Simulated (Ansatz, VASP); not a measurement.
## H4C: VASP beside Ansatz

```
CELL_PARAMETERS angstrom
-2.60287 2.47892 2.47892
2.60287 -2.47892 2.47892
2.60287 2.47892 -2.47892
ATOMIC_POSITIONS crystal
H 0.00000 0.00000 0.74631
H 0.74631 0.00000 0.00000
H 0.00000 0.74631 0.00000
H 0.25369 0.25369 0.25369
C 0.00000 0.00000 0.00000
```

Change from the starting cell: strain +0.0500 x Voigt [1, 0, 0, 0, 0, 0], atoms carried along.

Alike in both runs: task single point; functional LDA; k mesh 6 × 6 × 6; occupations gaussian, width 0.05 eV; no spin polarisation.

```csv
,VASP,Ansatz
version,VASP 6.6.1,Ansatz 0.2.0
potentials or method,"VASP PAW LDA potentials, release 64 (H, C)","scalar-relativistic, plane waves, PAW"
plane-wave cutoff (eV),520,420
valence electrons in the cell,8,8
```

|  | VASP | Ansatz | Ansatz less VASP |
| --- | --- | --- | --- |
| gap on the k mesh at the Fermi level (eV) | 7.04 | 7.04 | +0.001 |
| least direct gap on the mesh (eV) | 7.04 | 7.04 | +0.001 |
| pressure (GPa) | -1.6 | -1.6 | -0.02 |
| largest component of the traceless stress (GPa) | 1.12 | 1.14 | +0.012 |
| rms of the force components (eV/Å) | 0.150 | 0.170 | +0.0191 |

Atom by atom the forces differ by 0.025 eV/Å (rms over components).

A k mesh can miss the band edges.
